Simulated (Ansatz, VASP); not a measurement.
# Sr: VASP beside Ansatz

INCAR

```
PREC     = Accurate       # precision mode
ENCUT    = 520            # plane-wave cutoff, eV
EDIFF    = 1E-6           # SCF threshold, eV
ISMEAR   = -1             # smearing method
SIGMA    = 0.03           # smearing width, eV
LREAL    = F              # projectors in reciprocal space
LASPH    = T              # aspherical terms in the spheres
NELM     = 100            # most SCF steps
ALGO     = Normal         # electronic algorithm
ISIF     = 2              # what is computed and relaxed
LWAVE    = F              # write WAVECAR
LCHARG   = F              # write CHGCAR
GGA      = PE             # functional
NBANDS   = 17             # bands
```

The input KPOINTS:

```
Automatic mesh
0
Gamma
  9 9 5
```

POSCAR

```
Sr
1.0
    4.2886105094      0.0000000000      0.0000000000
   -2.1443052547      3.7140456480      0.0000000000
    0.0000000000      0.0000000000      7.1205000000
Sr
2
Direct
    0.3333333333      0.6666666667      0.2500000000
    0.6666666667      0.3333333333      0.7500000000
```

Input for Ansatz:

```yaml
crystal:
  lattice:
    - [4.2886105094, 0.0, 0.0]
    - [-2.1443052547, 3.714045648, 0.0]
    - [0.0, 0.0, 7.1205]
  atoms:
    - { symbol: Sr, position: [0.3333333333, 0.6666666667, 0.25] }
    - { symbol: Sr, position: [0.6666666667, 0.3333333333, 0.75] }
kpoints:
  mp_grid: { grid: [9, 9, 5] }
scf:
  occupations: { method: fermi_dirac, width: 0.03 }
hamiltonian:
  xc: pbe
  pseudopotentials: { kind: all_electron, lapw: { basis_error: 0.00025 } }
output:
  forces: true
  stress: true
  eigenvalues: true
```

Change from the starting cell: z stretched by +1 % at fixed volume.

Alike in both runs: task single point; functional PBE; k mesh 9 × 9 × 5; occupations fermi-dirac, width 0.03 eV; no spin polarisation.

```csv
,VASP,Ansatz
version,VASP 6.6.1,Ansatz 0.2.0
potentials or method,"VASP PAW PBE potentials, release 64 (Sr_sv)","all-electron LAPW, scalar-relativistic"
plane-wave cutoff (eV),520,see its input
```

|  | VASP | Ansatz | Ansatz less VASP |
| --- | --- | --- | --- |
| pressure (GPa) | -0.2 | -0.2 | -0.01 |
| largest component of the traceless stress (GPa) | 0.12 | 0.12 | -0.003 |

Ansatz ran all-electron here, so the differences hold the error of VASP's frozen core and of both bases.
